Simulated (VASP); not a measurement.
# Bi: density of states with PBE

Crystal: Bi.

```
Bi
1.0
     0.00000    2.51608    2.51608
     2.51608    0.00000    2.51608
     2.51608    2.51608    0.00000
Bi
1
Direct
  0.00000 0.00000 0.00000
```

The cell was built by a generator and needn't be a form met in nature.

```json
{
 "Program": "VASP 6.6.1",
 "Task": "density of states",
 "Functional": "PBE",
 "Potentials or basis": "VASP PAW PBE potentials, release 64 (Bi_d)",
 "Cutoff": "520 eV",
 "k mesh": "14 × 14 × 14",
 "Occupations": "gaussian, width 0.05 eV",
 "Spin": "no spin polarisation",
 "Dipole correction": "no",
 "k mesh for the DOS": "21 × 21 × 21",
 "Occupations for the DOS": "tetrahedron",
 "Further INCAR settings": "ALGO = Fast; EDIFF = 1e-07; NBANDS = 14"
}
```

```
Valence electrons inside the program's atomic spheres : Bi 12.71
```

Levels at points of the mesh, in eV from the Fermi level:
| k point | band 3 | band 4 | band 5 | band 6 | band 7 | band 8 | band 9 | band 10 | band 11 | band 12 |
| --- | --- | --- | --- | --- | --- | --- | --- | --- | --- | --- |
| (0.00, 0.00, 0.00) | -23.12 | -23.06 | -23.06 | -13.49 | 4.75 | 4.75 | 4.75 | 8.54 | 9.04 | 10.64 |

States per cell in windows of 1 eV (zero at the Fermi level; states under -8 eV left out):
| from (eV) | total | Bi1_p | Bi1_d | Bi1_s |
| --- | --- | --- | --- | --- |
| -8.0 | 0.00 | 0.00 | 0.00 | 0.00 |
| -7.0 | 0.00 | 0.00 | 0.00 | 0.00 |
| -6.0 | 0.02 | 0.01 | 0.00 | 0.00 |
| -5.0 | 0.35 | 0.13 | 0.00 | 0.01 |
| -4.0 | 0.93 | 0.36 | 0.01 | 0.04 |
| -3.0 | 0.49 | 0.19 | 0.01 | 0.03 |
| -2.0 | 0.56 | 0.23 | 0.01 | 0.02 |
| -1.0 | 0.67 | 0.29 | 0.02 | 0.02 |
| 0.0 | 0.84 | 0.40 | 0.02 | 0.01 |
| 1.0 | 0.81 | 0.41 | 0.02 | 0.01 |
| 2.0 | 0.72 | 0.41 | 0.01 | 0.01 |
| 3.0 | 0.47 | 0.29 | 0.01 | 0.00 |
| 4.0 | 0.25 | 0.11 | 0.01 | 0.01 |
| 5.0 | 0.37 | 0.02 | 0.06 | 0.01 |
| 6.0 | 0.66 | 0.05 | 0.10 | 0.01 |
| 7.0 | 1.04 | 0.10 | 0.14 | 0.02 |

Run time: 3.8 min on 1 thread of Intel(R) Xeon(R) Platinum 8375C CPU @ 2.90GHz (Ice Lake), on a shared host, peak memory 0.23 GiB.

Caveat: spin-orbit coupling is left out, which moves the levels of the heavy elements.
